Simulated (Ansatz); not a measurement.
# ScAs3: the cost of one run

Program: Ansatz 0.2.0. Level of theory: DFT PBE, scalar-relativistic, plane waves, PAW. These are calculated values, not measurements.

## 1. The starting structure

It takes space group P6/mmm (No. 191, hexagonal). Conventional cell: a = 4.540 Å, b = 4.540 Å, c = 4.791 Å, α = 90.00°, β = 90.00°, γ = 120.00°. Sc (site symmetry 6/mmm) has 8 As at 2.40 to 2.62 Å as nearest neighbours. As (site symmetry 6/mmm) is surrounded by 2 Sc at 2.40 Å. As (site symmetry -6m2) is surrounded by 3 As at 2.62 Å and 3 Sc at 2.62 Å.

Structure file:

```xyz
4
Lattice="4.5398 0.0000 0.0000 -2.2699 3.9316 0.0000 0.0000 0.0000 4.7913" Properties=species:S:1:pos:R:3 pbc="T T T"
Sc    0.0000    0.0000    0.0000
As    0.0000    0.0000    2.3957
As    0.0000    2.6211    0.0000
As    2.2699    1.3105    0.0000
```

(A quick probe on a coarse mesh, which set the mesh and smearing, is not shown.)

## 3. A loose first relaxation

input.yaml reads:

```yaml
crystal:
  lattice:
    - [4.5398173961, 0.0, 0.0]
    - [-2.2699086981, 3.9315971937, 0.0]
    - [0.0, 0.0, 4.7913061599]
  atoms:
    - { symbol: Sc, position: [0.0, 0.0, 0.0] }
    - { symbol: As, position: [0.0, 0.0, 0.5] }
    - { symbol: As, position: [0.3333333333, 0.6666666667, 0.0] }
    - { symbol: As, position: [0.6666666667, 0.3333333333, 0.0] }
basis:
  ecutwfc: 420
kpoints:
  mp_grid: { grid: [6, 6, 4] }
hamiltonian:
  xc: pbe
scf:
  occupations: { method: gaussian, width: 0.1 }
  lower_state_search: "off"
output:
  forces: true
  stress: true
  eigenvalues: true
relax:
  adjacent_minimum: "off"
  f_tol: 0.04
  max_steps: 70
  cell: { stress_tol: 0.4 }
```

On the command line:

```bash
$ ansatz run input.yaml --threads 1 --pin off --max-ram 2560MiB --backend cpu --events-out ev --progress --plain --runs-dir out
```

What time and memory should one allow on 1 thread of Arm Neoverse V1, shared host?

About 25 s, with a peak of 0.4 GiB.
